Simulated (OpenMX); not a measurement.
# P in OpenMX: convergence with criterion

Input of the first run (criterion 1.0e-3); the others differ in this setting and in those tied to it:

File P.dat:

```
System.CurrrentDirectory             ./
System.Name                          P
DATA.PATH                            ./DFT_DATA13
level.of.stdout                      1
level.of.fileout                     0
Species.Number                       1
<Definition.of.Atomic.Species
  P   P7.0-s2p2d1            P_CA13
Definition.of.Atomic.Species>

Atoms.Number                         4
Atoms.SpeciesAndCoordinates.Unit     AU
<Atoms.SpeciesAndCoordinates
    1  P     3.1256529700   -8.3767599552    5.0208648551   2.500  2.500
    2  P     3.0539799076    8.2407477737    3.5169872179   2.500  2.500
    3  P     3.0660676141   -1.9664862204    0.7825143725   2.500  2.500
    4  P     3.1540569006    2.0043259040    7.7904124373   2.500  2.500
Atoms.SpeciesAndCoordinates>

Atoms.UnitVectors.Unit               AU
<Atoms.UnitVectors
     3.1137832283  -10.3274245612    0.0000000000
     3.1137832283   10.3274245612    0.0000000000
     0.0000000000    0.0000000000    8.5862268752
Atoms.UnitVectors>

scf.XcType                           LDA
scf.SpinPolarization                 off
scf.ElectronicTemperature            580.226
scf.energycutoff                     300.0
scf.maxIter                          100
scf.EigenvalueSolver                 band
scf.Kgrid                            7 7 5
scf.Mixing.Type                      rmm-diisk
scf.Init.Mixing.Weight               0.05
scf.Min.Mixing.Weight                0.001
scf.Max.Mixing.Weight                0.3
scf.Mixing.History                   25
scf.Mixing.StartPulay                8
scf.criterion                        1.0e-3
scf.stress.tensor                    on
MD.Type                              nomd
```

Potentials or basis: OpenMX 2013 LDA set, P7.0-s2p2d1, grid cutoff 300 Ry.

Command:

```sh
$ openmx P.dat -nt 1 > P.std
```

The cell isn't the ideal one: atoms moved at random, drawn with an rms of 0.05 Å.

Hardware: 1 thread of Arm Neoverse V1, with other jobs on the host.

```csv
criterion,"energy less the tightest run, at zero smearing (meV/atom)",largest force (eV/Å),SCF cycles,CPU time (s),peak memory (GiB)
1.0e-3,0.23,1.281,10,47,0.43
1.0e-4,0.00,1.278,12,50,0.42
1.0e-5,0.00,1.278,12,50,0.43
1.0e-6,0.00,1.278,15,54,0.43
1.0e-7,0.00,1.278,15,54,0.43
1.0e-8,0.00,1.278,18,58,0.43
1.0e-9,0.00,1.278,20,61,0.43
1.0e-10,0.00,1.278,22,64,0.43
```

Against the tightest run, the energy stays within 1 meV/atom from 1.0e-3 on; the largest force stays within 0.005 eV/Å from 1.0e-3 on. The tightest run that finished is the yardstick and may itself not be fully converged.

Caveat, for the tightest run too: an odd mesh through Γ misses points on the zone boundary, where band edges often lie; the basis of atomic orbitals isn't converged, which shifts pressures, moduli and gaps.
